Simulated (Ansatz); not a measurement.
**Pressure against volume: SiO2**

```
CELL_PARAMETERS angstrom
4.18010 0.00000 0.00000
0.00000 4.18010 0.00000
0.00000 0.00000 2.66780
ATOMIC_POSITIONS crystal
Si 0.00000 0.00000 0.00000
Si 0.50000 0.50000 0.50000
O 0.30670 0.30670 0.00000
O 0.19330 0.80670 0.50000
O 0.69330 0.69330 0.00000
O 0.80670 0.19330 0.50000
```

The cell comes from COD entry 9001276, which wasn't checked; take it as a given geometry.

Levels of theory: DFT, PBE, all-electron LAPW, scalar-relativistic (Ansatz 0.2.0); DFT, PBE, PAW with Ansatz's default frozen-core files, scalar-relativistic (Ansatz 0.2.0).

For LAPW: a Γ-centred 6×6×9 k mesh, Fermi–Dirac smearing of 0.03 eV, basis error target 1 meV/atom, no spin polarisation. PAW takes a cutoff of 420 eV at this cell. The Ansatz runs share mesh, smearing and spin set-up. Plane-wave (PAW) pressures include the program's estimate of the Pulay term.

The cell above is scaled evenly, with fractional coordinates and shape held.

```
V/V(cell)  V (Å³/atom)  P, LAPW (GPa)  P, PAW (GPa)  gap on the k mesh, LAPW (eV)  free energy over the lowest listed, PAW (meV/atom)
   0.9400        7.303          34.86         34.93                          6.78                                                73.4
   0.9600        7.458          26.02         26.08                          6.39                                                43.9
   0.9800        7.614          18.04         18.08                          6.01                                                22.6
   0.9900        7.691          14.33         14.38                          5.82                                                14.7
   1.0000        7.769          10.82         10.85                          5.64                                                 8.6
   1.0100        7.847           7.47          7.50                          5.46                                                 4.2
   1.0200        7.925           4.29          4.31                          5.29                                                 1.3
   1.0400        8.080          -1.62         -1.60                          4.95                                                 0.0
   1.0600        8.235          -6.95         -6.95                          4.63                                                 4.2
```

(1) What do Birch–Murnaghan fits to the pressures give?

Results:

(1) LAPW: V0 = 8.04 Å³/atom, B0 = 299 GPa, B0′ = 4.2; PAW: V0 = 8.04 Å³/atom, B0 = 299 GPa, B0′ = 4.2.
